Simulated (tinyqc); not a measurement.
Worked calculation: Pariser-Parr-Pople SCF with singles CI, for the molecule N=C(N)O (SMILES; centres numbered as the heavy atoms are written). One step of it, computed by the program tinyqc.

Task: PPP integrals. Ohno: gamma = 14.399645/sqrt(R^2 + a^2), a = 2 x 14.399645/(gamma_rr + gamma_ss); H_rr = -W_r - sum_(s != r) z_s gamma_rs; H_rs = beta for bonds.

Centres (angstrom, eV; a flat drawing with bonds scaled to 1.40 angstrom):
```
centre          x          y  core charge z          W   gamma_rr
1N      -1.212000   0.700000              1  14.100000  12.300000
2C       0.000000   0.000000              1  11.160000  11.130000
3N       1.212000   0.700000              2  25.600000  16.800000
4O       0.000000  -1.400000              2  33.000000  21.500000
```

Resonance integrals (eV):
```
i  j       beta
1  2  -2.510000
2  3  -2.240000
2  4  -2.240000
```

Give: repulsion gamma_rs; core matrix H.

Result:

repulsion gamma_rs (eV), order 1N, 2C, 3N, 4O:
$$\begin{pmatrix}
12.3000 & 7.7304 & 5.4997 & 5.6030 \\
7.7304 & 11.1300 & 8.2831 & 8.7008 \\
5.4997 & 8.2831 & 16.8000 & 5.6723 \\
5.6030 & 8.7008 & 5.6723 & 21.5000
\end{pmatrix}$$

core matrix H (eV), order 1N, 2C, 3N, 4O:
$$\begin{pmatrix}
-44.0358 & -2.5100 & 0.0000 & 0.0000 \\
-2.5100 & -52.8581 & -2.2400 & -2.2400 \\
0.0000 & -2.2400 & -50.7275 & 0.0000 \\
0.0000 & -2.2400 & 0.0000 & -58.6484
\end{pmatrix}$$
